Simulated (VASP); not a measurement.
Level of theory: PBE GGA, VASP's PBE PAW potentials (set 64) (plane waves; VASP).

VASP ran on this input.

**POSCAR**
```
CaF2
1.0
  0.0000000000   2.6024684706   2.6024684706
  2.6024684706   0.0000000000   2.6024684706
  2.6024684706   2.6024684706   0.0000000000
Ca F
1 2
Cart
  0.0000000000   0.0000000000   0.0000000000
  1.3012342353   1.3012342353   1.3012342353
  3.9037027059   3.9037027059   3.9037027059
```

**INCAR**
```
# general
SYSTEM  = CaF2
PREC    = Accurate
ENCUT   = 620
LREAL   = .FALSE.
LASPH   = .TRUE.

# electronic loop
EDIFF   = 1E-6
NELM    = 100
ALGO    = Normal

# smearing
ISMEAR  = 0
SIGMA   = 0.05

# functional
GGA     = PE

# ions
IBRION  = 2
NSW     = 40
ISIF    = 3
EDIFFG  = -0.02
PSTRESS = 300

# output
LWAVE   = .FALSE.
LCHARG  = .FALSE.
```

**KPOINTS**
```
Automatic mesh
0
Gamma
7 7 7
0 0 0
```

POTCAR, in this order: Ca_sv F (PBE.64 set). Program: vasp_std.

The resulting files:

**OSZICAR**
```
       N       E                     dE             d eps       ncg     rms          rms(c)
DAV:   1     0.250399711953E+03    0.25040E+03   -0.15808E+04   640   0.178E+03
DAV:   2    -0.779301137989E+01   -0.25819E+03   -0.25526E+03   808   0.424E+02
DAV:   3    -0.179276668800E+02   -0.10135E+02   -0.10128E+02   696   0.965E+01
DAV:   4    -0.182825667458E+02   -0.35490E+00   -0.35481E+00  1120   0.141E+01
DAV:   5    -0.182843343808E+02   -0.17676E-02   -0.17676E-02   688   0.108E+00    0.800E+00
DAV:   6    -0.169536002030E+02    0.13307E+01   -0.66628E+00   648   0.196E+01    0.295E+00
DAV:   7    -0.169519133130E+02    0.16869E-02   -0.18858E-01   824   0.394E+00    0.161E+00
DAV:   8    -0.169669536496E+02   -0.15040E-01   -0.34016E-02   760   0.235E+00    0.198E-01
DAV:   9    -0.169703202593E+02   -0.33666E-02   -0.66097E-03   808   0.722E-01    0.120E-01
DAV:  10    -0.169710769607E+02   -0.75670E-03   -0.10941E-03   856   0.263E-01    0.526E-02
DAV:  11    -0.169710999002E+02   -0.22939E-04   -0.17558E-04   720   0.142E-01    0.998E-03
DAV:  12    -0.169711052021E+02   -0.53019E-05   -0.17073E-05   912   0.384E-02    0.279E-03
DAV:  13    -0.169711057404E+02   -0.53835E-06   -0.15103E-06   672   0.120E-02
   1 F= -.10370298E+02 E0= -.10370298E+02  d E =-.103703E+02
       N       E                     dE             d eps       ncg     rms          rms(c)
DAV:   1    -0.186976705246E+02   -0.17266E+01   -0.57743E+01   744   0.809E+01    0.120E+01
DAV:   2    -0.165330011360E+02    0.21647E+01   -0.90863E+00   648   0.264E+01    0.334E+00
DAV:   3    -0.163137271839E+02    0.21927E+00   -0.48929E-01   992   0.865E+00    0.119E+00
DAV:   4    -0.162936399559E+02    0.20087E-01   -0.20154E-01  1056   0.382E+00    0.417E-01
DAV:   5    -0.162943931696E+02   -0.75321E-03   -0.25002E-03   744   0.552E-01    0.393E-01
DAV:   6    -0.163013809992E+02   -0.69878E-02   -0.90948E-03  1048   0.543E-01    0.176E-01
DAV:   7    -0.163015377438E+02   -0.15674E-03   -0.14049E-03   856   0.461E-01    0.268E-02
DAV:   8    -0.163015571420E+02   -0.19398E-04   -0.72644E-05   776   0.946E-02    0.123E-02
DAV:   9    -0.163015713215E+02   -0.14179E-04   -0.13561E-05   864   0.463E-02    0.544E-03
DAV:  10    -0.163015701645E+02    0.11569E-05   -0.24777E-06   760   0.187E-02    0.119E-03
DAV:  11    -0.163015701225E+02    0.42004E-07   -0.19085E-07   328   0.453E-03
   2 F= -.10374425E+02 E0= -.10374425E+02  d E =-.412763E-02
       N       E                     dE             d eps       ncg     rms          rms(c)
DAV:   1    -0.172181246784E+02   -0.91655E+00   -0.13494E+01   800   0.398E+01    0.560E+00
DAV:   2    -0.167377991379E+02    0.48033E+00   -0.20411E+00   704   0.124E+01    0.160E+00
DAV:   3    -0.166822164354E+02    0.55583E-01   -0.10010E-01   936   0.398E+00    0.603E-01
DAV:   4    -0.166769886288E+02    0.52278E-02   -0.72988E-02  1000   0.210E+00    0.263E-01
DAV:   5    -0.166770575565E+02   -0.68928E-04   -0.83388E-04   736   0.306E-01    0.268E-01
DAV:   6    -0.166775432729E+02   -0.48572E-03   -0.27088E-04   912   0.212E-01    0.204E-01
DAV:   7    -0.166785876536E+02   -0.10444E-02   -0.13002E-03   984   0.384E-01    0.844E-02
DAV:   8    -0.166786644283E+02   -0.76775E-04   -0.35791E-05   736   0.629E-02    0.543E-02
DAV:   9    -0.166787108280E+02   -0.46400E-04   -0.13929E-05   856   0.348E-02    0.276E-02
DAV:  10    -0.166787250709E+02   -0.14243E-04   -0.85689E-06   768   0.316E-02    0.100E-02
DAV:  11    -0.166787272260E+02   -0.21552E-05   -0.37458E-06   704   0.206E-02    0.234E-03
DAV:  12    -0.166787272757E+02   -0.49607E-07   -0.21092E-07   376   0.520E-03
   3 F= -.10432351E+02 E0= -.10432351E+02  d E =-.620531E-01
```

OUTCAR:
```
------------------------ aborting loop because EDIFF is reached ----------------------------------------
  FORCE on cell =-STRESS in cart. coord.  units (eV):
  Direction    XX          YY          ZZ          XY          YZ          ZX
  --------------------------------------------------------------------------------------
  Total        6.2272191      6.2272191      6.2272191      0.0000000     -0.0000000      0.0000000
  in kB      299.0799161    299.0799161    299.0799161      0.0000000     -0.0000000      0.0000000
  external PRESSURE =      -0.9200839 kB  Pullay stress =     300.0000000 kB
  volume of cell :       33.36
      direct lattice vectors                 reciprocal lattice vectors
     0.000000000  2.555028961  2.555028961    -0.195692498  0.195692498  0.195692498
     2.555028961 -0.000000000  2.555028961     0.195692498 -0.195692498  0.195692498
     2.555028961  2.555028961  0.000000000     0.195692498  0.195692498 -0.195692498
 POSITION                                       TOTAL-FORCE (eV/Angst)
 -----------------------------------------------------------------------------------
      0.00000      0.00000      0.00000        -0.000000      0.000000     -0.000000
      1.27751      1.27751      1.27751        -0.000000     -0.000000     -0.000000
      3.83254      3.83254      3.83254         0.000000     -0.000000      0.000000
 -----------------------------------------------------------------------------------
    total drift:                                0.000000     -0.000000      0.000000
  FREE ENERGIE OF THE ION-ELECTRON SYSTEM (eV)
  ---------------------------------------------------
  free  energy   TOTEN  =       -16.6787272757 eV

  energy  without entropy=      -16.6787272757  energy(sigma->0) =      -16.67872728
  enthalpy is  TOTEN    =       -10.4323508975 eV   P V=        6.2463763781

 reached required accuracy - stopping structural energy minimisation
```
(Selected blocks of OUTCAR.)

### CONTCAR
```
CaF2
   1.00000000000000
     0.0000000000000000    2.5550289605080199    2.5550289605080199
     2.5550289605080199   -0.0000000000000000    2.5550289605080199
     2.5550289605080199    2.5550289605080199    0.0000000000000000
  Ca              F
     1     2
Direct
     0.0000000000000000    0.0000000000000000    0.0000000000000000
     0.2500000000000000    0.2500000000000000    0.2500000000000000
     0.7500000000000000    0.7500000000000000    0.7500000000000000
```

Energy and stress use the plane-wave basis of the starting cell.

The compound is CaF2 in the fluorite structure. This run relaxes it under an external pressure of 30 GPa. Symmetry was kept, so distortions that lower it aren't found.
